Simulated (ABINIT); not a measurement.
Input of an ABINIT 10.8.3 (patched build) run:

run.abi

```
# Pseudopotentials
pp_dirpath "./"
pseudos "Si.upf"

# Structure
acell 3*1.0 Angstrom
rprim
    -2.3616901000     2.3616901000     1.3307658800
     2.3616901000    -2.3616901000     1.3307658800
     2.3616901000     2.3616901000    -1.3307658800
ntypat 1
znucl 14
natom 2
typat 1 1
xred
     0.5000000000     0.5000000000     0.0000000000
     0.2500000000     0.7500000000     0.5000000000
chkprim 0
chksymtnons 0
tolsym 1.0e-6

# Plane-wave basis
ecut 16.0

# k points
kptopt 1
ngkpt 8 8 8
nshiftk 1
shiftk 0.0 0.0 0.0

# Exchange and correlation
ixc 7

# Bands and occupations
nband 8
occopt 3
tsmear 0.05 eV

# SCF cycle
nstep 100
tolvrs 1.0e-10

# Output
iomode 3
prtwf 0
prtden 0
prteig 0
prtebands 0
enunit 2
```

Potentials or basis: PseudoDojo NC SR LDA v0.4.1 standard.

Run with:

```bash
$ abinit run.abi > log 2>&1
```

Problem. Estimate the band gap on the k mesh.

Solution. None (metal or under the smearing width).

Problem. Predict the pressure.

Solution. -0.1 GPa.
